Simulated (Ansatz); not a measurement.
The system is Sn.

```
Sn
1.0
    -2.94014    2.94014    1.59930
     2.94014   -2.94014    1.59930
     2.94014    2.94014   -1.59930
Sn
2
Direct
  0.00000 0.00000 0.00000
  0.75000 0.25000 0.50000
```

- Program: Ansatz 0.2.0
- Task: relaxation of cell and atoms
- Functional: PBEsol
- Potentials or basis: Ansatz PAW
- Cutoff: 420 eV (not typed: the program's choice for these potentials)
- k mesh: 9 × 9 × 9
- Occupations: fermi-dirac, width 0.05 eV
- Spin: no spin polarisation

At the start: volume 27.65 Å³/atom.

Question: How do energy, volume and symmetry change on relaxing?

Answer: It ends after 5 steps and the volume is 26.89 Å³/atom (-2.8 %); space group I4_1/amd (No. 141, to 0.05 Å).

Step by step:
| step | energy change (eV) | largest force (eV/Å) | volume (Å³) |
| --- | --- | --- | --- |
| 1 | 0.0000 | 0.0000 | 55.30 |
| 2 | -0.0066 | 0.0000 | 53.21 |
| 3 | -0.0076 | 0.0000 | 53.80 |
| 4 | -0.0076 | 0.0000 | 53.78 |
| 5 | -0.0074 | 0.0000 | 53.78 |

Final structure:
```
Sn
1.0
    -2.91856    2.91856    1.57838
     2.91856   -2.91856    1.57838
     2.91856    2.91856   -1.57838
Sn
2
Direct
  0.00000 0.00000 0.00000
  0.75000 0.25000 0.50000
```

Caveat: the plane-wave basis is chosen anew once the cell has moved, so the energies of steps on either side of that aren't comparable; the PAW data sets come from PBE, with cores solved anew for the run's functional, which leaves a small shift of forces and pressure.
